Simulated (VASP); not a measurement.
# SrTe (Fm-3m) in VASP: further runs, part 2 of 2

VASP 6.6.1. Earlier steps stand in the parts before.

## Step 4: Single point, PBE, non-collinear spin, zero start, spin-orbit coupling

This run uses another cell than the first one, of 37.69 Å³/atom, 0.995 times its volume.

INCAR

```
  PREC = Accurate
  ENCUT = 520
  EDIFF = 1E-7
  ISMEAR = 0
  SIGMA = 0.01
  LREAL = F
  LASPH = T
  NELM = 150
  ALGO = Normal
  ISIF = 2
  LWAVE = F
  LCHARG = F
  LNONCOLLINEAR = T
  MAGMOM = 0 0 0 0 0 0
  LORBIT = 11
  LSORBIT = T
  GGA_COMPAT = F
  LORBMOM = T
  GGA = PE
  NBANDS = 28
```

KPOINTS

```
regular mesh
0
Gamma
  6 6 6
```

POSCAR

```
SrTe
1.0
    0.0000000000      3.3527582064      3.3527582064
    3.3527582064      0.0000000000      3.3527582064
    3.3527582064      3.3527582064      0.0000000000
Sr Te
1 1
Direct
    0.0000000000      0.0000000000      0.0000000000
    0.5000000000      0.5000000000      0.5000000000
```

Potentials or basis: VASP PAW PBE potentials, release 64 (Sr_sv, Te).

Started as:

```sh
> cat potpaw_PBE.64/Sr_sv/POTCAR potpaw_PBE.64/Te/POTCAR > POTCAR
> mpirun -np 1 vasp_ncl > vasp.out
```

OUTCAR:

```text
PREC = Accurate
   ENCUT = 520
   EDIFF = 1E-7
   ISMEAR = 0
   LREAL = F
   LASPH = T
   NELM = 150
   ISIF = 2
   LNONCOLLINEAR = T
   LORBIT = 11
   LSORBIT = T
   GGA = PE

 ion  position               nearest neighbor table
   1  0.000  0.000  0.000-   2 3.35   2 3.35   2 3.35   2 3.35   2 3.35   2 3.35
   2  0.500  0.500  0.500-   1 3.35   1 3.35   1 3.35   1 3.35   1 3.35   1 3.35

  LATTYP: Found a face centered cubic cell.
 ALAT       =     6.7055164128

  Lattice vectors:

 A1 = (   0.0000000000,   3.3527582064,   3.3527582064)
 A2 = (   3.3527582064,   0.0000000000,   3.3527582064)
 A3 = (   3.3527582064,   3.3527582064,   0.0000000000)

Analysis of symmetry for initial positions (statically):
=====================================================================
 Subroutine PRICEL returns:
 Original cell was already a primitive cell.

 Routine SETGRP: Setting up the symmetry group for a
 face centered cubic supercell.

 Subroutine GETGRP returns: Found 48 space group operations
 (whereof 48 operations were pure point group operations)
 out of a pool of 48 trial point group operations.

The static configuration has the point symmetry O_h .

Analysis of symmetry for dynamics (positions and initial velocities):
=====================================================================
 Subroutine PRICEL returns:
 Original cell was already a primitive cell.

 Routine SETGRP: Setting up the symmetry group for a
 face centered cubic supercell.

 Subroutine GETGRP returns: Found 48 space group operations
 (whereof 48 operations were pure point group operations)
 out of a pool of 48 trial point group operations.

The dynamic configuration has the point symmetry O_h .

Analysis of structural, dynamic, and magnetic symmetry:
=====================================================================
 Subroutine PRICEL returns:
 Original cell was already a primitive cell.

 Routine SETGRP: Setting up the symmetry group for a
[... 696 lines left out ...]

 # of ion     p       d       tot
 ----------------------------------------
  1         0.000   0.000   0.000
  2         0.000   0.000   0.000
 ----------------------------------------
            0.000   0.000   0.000

 orbital moment (z)

 # of ion     p       d       tot
 ----------------------------------------
  1         0.000   0.000   0.000
  2         0.000   0.000   0.000
 ----------------------------------------
            0.000   0.000   0.000

 Spin-Orbit-Coupling matrix elements

 Ion:    1  E_soc:     -0.1770209
 l=   1
     0.0000000    -0.0293891    -0.0293891
    -0.0293891     0.0000000    -0.0293891
    -0.0293891    -0.0293891     0.0000000
 l=   2
     0.0000000     0.0000089     0.0000000     0.0000089    -0.0001233
     0.0000089     0.0000000    -0.0000925     0.0000089    -0.0000308
     0.0000000    -0.0000925     0.0000000    -0.0000925     0.0000000
     0.0000089     0.0000089    -0.0000925     0.0000000    -0.0000308
    -0.0001233    -0.0000308     0.0000000    -0.0000308     0.0000000
 l=   3
     0.0000000     0.0000000     0.0000000     0.0000000     0.0000000     0.0000000     0.0000000
     0.0000000     0.0000000     0.0000000     0.0000000     0.0000000     0.0000000     0.0000000
     0.0000000     0.0000000     0.0000000     0.0000000     0.0000000     0.0000000     0.0000000
     0.0000000     0.0000000     0.0000000     0.0000000     0.0000000     0.0000000     0.0000000
     0.0000000     0.0000000     0.0000000     0.0000000     0.0000000     0.0000000     0.0000000
     0.0000000     0.0000000     0.0000000     0.0000000     0.0000000     0.0000000     0.0000000
     0.0000000     0.0000000     0.0000000     0.0000000     0.0000000     0.0000000     0.0000000

 Ion:    2  E_soc:     -0.1817924
 l=   1
     0.0000000    -0.0302921    -0.0302921
    -0.0302921     0.0000000    -0.0302921
    -0.0302921    -0.0302921     0.0000000
 l=   2
     0.0000000    -0.0000041     0.0000000    -0.0000041    -0.0000025
    -0.0000041     0.0000000    -0.0000019    -0.0000041    -0.0000006
     0.0000000    -0.0000019     0.0000000    -0.0000019     0.0000000
    -0.0000041    -0.0000041    -0.0000019     0.0000000    -0.0000006
    -0.0000025    -0.0000006     0.0000000    -0.0000006     0.0000000
 l=   3
     0.0000000     0.0000000     0.0000000     0.0000000     0.0000000     0.0000000     0.0000000
     0.0000000     0.0000000     0.0000000     0.0000000     0.0000000     0.0000000     0.0000000
     0.0000000     0.0000000     0.0000000     0.0000000     0.0000000     0.0000000     0.0000000
     0.0000000     0.0000000     0.0000000     0.0000000     0.0000000     0.0000000     0.0000000
     0.0000000     0.0000000     0.0000000     0.0000000     0.0000000     0.0000000     0.0000000
     0.0000000     0.0000000     0.0000000     0.0000000     0.0000000     0.0000000     0.0000000
     0.0000000     0.0000000     0.0000000     0.0000000     0.0000000     0.0000000     0.0000000

 total charge

# of ion       s       p       d       tot
------------------------------------------
    1        2.009   5.790   0.184   7.983
    2        1.336   2.144   0.004   3.484
--------------------------------------------------
tot          3.345   7.934   0.187  11.467

 magnetization (x)

# of ion       s       p       d       tot
------------------------------------------
    1       -0.000   0.000   0.000  -0.000
    2        0.000  -0.000   0.000  -0.000
--------------------------------------------------
tot         -0.000  -0.000   0.000  -0.000

 magnetization (y)

# of ion       s       p       d       tot
------------------------------------------
    1       -0.000   0.000   0.000  -0.000
    2        0.000  -0.000   0.000  -0.000
--------------------------------------------------
tot         -0.000  -0.000   0.000  -0.000

 magnetization (z)

# of ion       s       p       d       tot
------------------------------------------
    1        0.000   0.000  -0.000  -0.000
    2        0.000  -0.000   0.000  -0.000
--------------------------------------------------
tot          0.000  -0.000  -0.000  -0.000
```

OSZICAR:

```text
N       E                     dE             d eps       ncg     rms          rms(c)
DAV:   1     0.819632757091E+02    0.81963E+02   -0.66623E+03   896   0.981E+02
DAV:   2    -0.212801243245E+01   -0.84091E+02   -0.79152E+02  1100   0.209E+02
DAV:   3    -0.827012564903E+01   -0.61421E+01   -0.60957E+01  1440   0.456E+01
DAV:   4    -0.853976653124E+01   -0.26964E+00   -0.26856E+00  1288   0.842E+00
DAV:   5    -0.854522249181E+01   -0.54560E-02   -0.54557E-02  1240   0.104E+00    0.221E+01
DAV:   6    -0.844095495354E+01    0.10427E+00   -0.17037E-01  1088   0.228E+00    0.134E+01
DAV:   7    -0.843500858379E+01    0.59464E-02   -0.64798E-02  1136   0.149E+00    0.808E+00
DAV:   8    -0.844494827536E+01   -0.99397E-02   -0.37195E-02  1164   0.137E+00    0.457E-01
DAV:   9    -0.844471785204E+01    0.23042E-03   -0.77539E-03  1136   0.405E-01    0.201E-01
DAV:  10    -0.844499311326E+01   -0.27526E-03   -0.51682E-04  1040   0.120E-01    0.115E-01
DAV:  11    -0.844513943844E+01   -0.14633E-03   -0.10297E-04   932   0.655E-02    0.278E-02
DAV:  12    -0.844516201919E+01   -0.22581E-04   -0.16117E-05  1128   0.210E-02    0.160E-02
DAV:  13    -0.844516937756E+01   -0.73584E-05   -0.79185E-06   984   0.162E-02    0.108E-02
DAV:  14    -0.844516928362E+01    0.93942E-07   -0.40908E-07  1164   0.333E-03
   1 F= -.84451693E+01 E0= -.84451693E+01  d E =-.593729-136  mag=     0.0000    -0.0000     0.0000
```

Wall time 69 s (1 thread of Intel Xeon Platinum 8488C (Sapphire Rapids), shared host); peak memory 0.39 GiB.

Results:

| Quantity | Value |
| --- | --- |
| Free energy | -8.4452 eV |
| Pressure | 0.3 GPa |
| Net moment | 0.00 μB per cell |
| Valence electrons inside the program's atomic spheres | Sr 7.98; Te 3.48 |

Moments on the atoms (μB; x, y, z):
```
Sr  0.00 0.00 0.00
Te  0.00 0.00 0.00
```

## Step 5: Summary

| task | spin | cell | cutoff (eV) | smearing | gap on the mesh (eV) | pressure (GPa) |
| --- | --- | --- | --- | --- | --- | --- |
| single point | off | Fm-3m, 37.86 Å³/atom | 520 | fermi-dirac 0.02 eV | 1.76 | 0.1 |
| relaxation of cell and atoms | off | relaxed | 600 | fermi-dirac 0.02 eV | 1.77 | 0.0 |
| single point | non-collinear, zero start, SOC | Fm-3m, 37.69 Å³/atom | 520 | gaussian 0.01 eV | - | 0.3 |

Alike in all rows: level PBE; potentials or basis VASP PAW PBE potentials, release 64 (Sr_sv, Te); k mesh 6 × 6 × 6.

Caveats: spin-orbit coupling is left out, which moves the levels of the heavy elements (some runs).

Absolute energies hang on the potentials; compare differences alone.
